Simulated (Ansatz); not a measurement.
Crystal: InSe.

```
In Se
1.0
     2.00000    1.15470    8.44000
    -2.00000    1.15470    8.44000
     0.00000   -2.30940    8.44000
In Se
2 2
Direct
  0.88860 0.88860 0.88860
  0.00000 0.00000 0.00000
  0.17190 0.17190 0.17190
  0.38350 0.38350 0.38350
```

Base run:

```yaml
Program: Ansatz 0.2.0
Functional: PBE
Potentials_or_basis: Ansatz PAW
Cutoff: "420 eV (not typed: the program's choice for these potentials)"
k_mesh: 6 × 6 × 6
Occupations: fermi-dirac, width 0.05 eV
Spin: no spin polarisation
```

Its results: band gap on the k mesh 0.44 eV, direct; pressure 2.8 GPa; largest force 0.363 eV/Å.

Task: The run is repeated on the same cell with these changes: functional from PBE to revPBE; k mesh from 6 × 6 × 6 to 8 × 8 × 8. What comes out?

Result: Band gap on the k mesh 0.54 eV, direct; pressure 4.0 GPa; largest force 0.393 eV/Å.

Several settings changed at once, so the effect can't be laid on one alone.

Caveats: spin-orbit coupling is left out, which moves the levels of the heavy elements; the PAW data sets come from PBE, with cores solved anew for the run's functional, which leaves a small shift of forces and pressure (some runs).
